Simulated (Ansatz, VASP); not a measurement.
**CsPbCl3: VASP beside Ansatz**

```
CELL_PARAMETERS angstrom
5.61865 0.00000 0.00000
0.00000 5.61865 0.00000
0.00000 0.00000 5.61865
ATOMIC_POSITIONS crystal
Cs 0.50000 0.50000 0.50000
Pb 0.00000 0.00000 0.00000
Cl 0.50000 0.00000 0.00000
Cl 0.00000 0.50000 0.00000
Cl 0.00000 0.00000 0.50000
```

Alike in both runs: task single point; functional PBE; k mesh 6 × 6 × 6; occupations gaussian, width 0.01 eV; no spin polarisation.

|  | VASP | Ansatz |
| --- | --- | --- |
| version | VASP 6.6.1 | Ansatz 0.2.0 |
| potentials or method | VASP PAW PBE potentials, release 64 (Cs_sv, Pb_d, Cl) | scalar-relativistic, plane waves, PAW |
| plane-wave cutoff (eV) | 520 | 420 |
| valence electrons in the cell | 44 | 44 |

Ansatz gave:

| Property | Result |
| --- | --- |
| gap on the k mesh at the Fermi level (eV) | 1.96 |
| least direct gap on the mesh (eV) | 1.96 |

Which values does VASP return?

gap on the k mesh at the Fermi level (eV): 1.97; least direct gap on the mesh (eV): 1.97.

The functional is the same, so the differences come from potentials, cutoffs and numerics.

Caveats: spin-orbit coupling is left out, which as a rule narrows the gap of such compounds by several tenths of an eV. A k mesh can miss the band edges. Expect the measured gap to be larger: semilocal functionals such as PBE lack the derivative discontinuity.
